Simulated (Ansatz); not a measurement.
Runs of Ansatz 0.2.0 on KBr. The structure is cubic, space group Fm-3m (No. 225). The conventional cell has a = 6.600 Å, b = 6.600 Å, c = 6.600 Å, α = 90.00°, β = 90.00°, γ = 90.00°. Around Br (site symmetry m-3m) lie 6 K at 3.30 Å. Around K (site symmetry m-3m) lie 6 Br at 3.30 Å. 

| task | level | cell | points for each segment of the path | gap on the mesh (eV) | pressure (GPa) | relaxed volume (Å³/atom) |
| --- | --- | --- | --- | --- | --- | --- |
| band structure | PBEsol0 | as given | 4 | (a) | -0.4 | - |
| relaxation of cell and atoms | HSE03 | relaxed | - | 5.29 | 0.0 | (c) |
| relaxation of cell and atoms | PBEsol0 | relaxed | - | 6.24 | 0.0 | (b) |
| band structure | HSEsol | as given | 4 | 5.46 | -0.3 | - |

Alike in all rows: potentials or basis Ansatz PAW; no spin polarisation; k mesh 4 × 4 × 4; cutoff (eV) 420; smearing fermi-dirac 0.05 eV.

**Question.** Fill in the values left out.

**Answer.** (a) 6.18; (b) 35.06; (c) 37.02.

Caveats: the PAW data sets come from PBE, with cores solved anew for the run's functional, which leaves a small shift of forces and pressure; the thresholds are loose for stress (some runs); the plane-wave basis is chosen anew once the cell has moved, so the energies of steps on either side of that aren't comparable (some runs).

A k mesh can miss the band edges, and the runs leave out spin-orbit coupling on Br.
